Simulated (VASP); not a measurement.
Rh:

```
CELL_PARAMETERS angstrom
-1.51103 1.51103 1.51103
1.51103 -1.51103 1.51103
1.51103 1.51103 -1.51103
ATOMIC_POSITIONS crystal
Rh 0.00000 0.00000 0.00000
```

This isn't the form of Rh at room conditions, which is fcc.

| Property | Result |
| --- | --- |
| Program | VASP 6.6.1 |
| Task | relaxation of cell and atoms |
| Functional | r2SCAN |
| Dispersion | rVV10 |
| Potentials or basis | VASP PAW PBE potentials, release 64 (Rh_pv) |
| Cutoff | 600 eV |
| k mesh | 20 × 20 × 20 |
| Occupations | gaussian, width 0.1 eV |
| Spin | no spin polarisation |

At the start: pressure 4.6 GPa; volume 13.80 Å³/atom.

Task: Where does the relaxation end?

Result: Over 3 steps the energy falls by 3.2 meV/atom and the volume is 14.03 Å³/atom (+1.7 %); space group Im-3m (No. 229, to 0.05 Å).

Step by step:
```csv
step,energy change (eV),largest force (eV/Å),pressure (GPa),volume (Å³)
1,0.0000,0.0000,4.61,13.80
2,0.0151,0.0000,-9.74,14.61
3,-0.0032,0.0000,-0.04,14.03
```

Final structure:
```
Rh
1.0
    -1.51949    1.51949    1.51949
     1.51949   -1.51949    1.51949
     1.51949    1.51949   -1.51949
Rh
1
Direct
  0.00000 0.00000 0.00000
```

Caveat: the PAW data sets were made with another functional, which shifts forces and pressure a little.
